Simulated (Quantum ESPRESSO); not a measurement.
**AlAu2 under changes of volume**

One of the cells (16.388 Å³/atom); the others are scaled copies at fixed shape and fractional positions:

```
Au Al
1.0
    -1.67151    1.67151    4.39908
     1.67151   -1.67151    4.39908
     1.67151    1.67151   -4.39908
Au Al
2 1
Direct
  0.34373 0.34373 0.00000
  0.65627 0.65627 0.00000
  0.00000 0.00000 0.00000
```

The cell comes from a database or a generator and needn't be the stable form of this composition.

| Property | Result |
| --- | --- |
| Program | Quantum ESPRESSO 7.5 |
| Functional | PBEsol |
| Potentials or basis | GBRV 1.5 PBEsol |
| Cutoff | 612 eV |
| Density cutoff | 4898 eV |
| k mesh | 11 × 11 × 11 |
| Occupations | fermi-dirac, width 0.05 eV |
| Spin | no spin polarisation |

```tsv
volume (Å³/atom)	energy over the lowest point (meV/atom)	pressure (GPa)	largest force (eV/Å)
15.405	16.53	7.9	0.180
15.732	4.46	4.0	0.142
16.060	0.00	0.5	0.102
16.388	?	?	?
16.716	10.21	-5.2	0.035
17.043	23.29	-7.6	0.006
17.371	40.80	-9.6	0.019
```

**Question.** What does the run at 16.388 Å³/atom give?

**Answer.** Energy over the lowest point 2.20 meV/atom; pressure -2.6 GPa; largest force 0.068 eV/Å.

Worked out: A Birch-Murnaghan fit of order 3 (a polynomial in V^(-2/3)) to the other rows has its minimum at 16.11 Å³/atom with B0 = V·E''(V) = 157 GPa and B' = 5.7 at fixed shape and positions, which overstates the stiffness. It gives 2.19 meV/atom at 16.388 Å³/atom, against the run's 2.20, and -dE/dV = -2.6 GPa, against -2.6.

Energies are extrapolated to zero smearing.
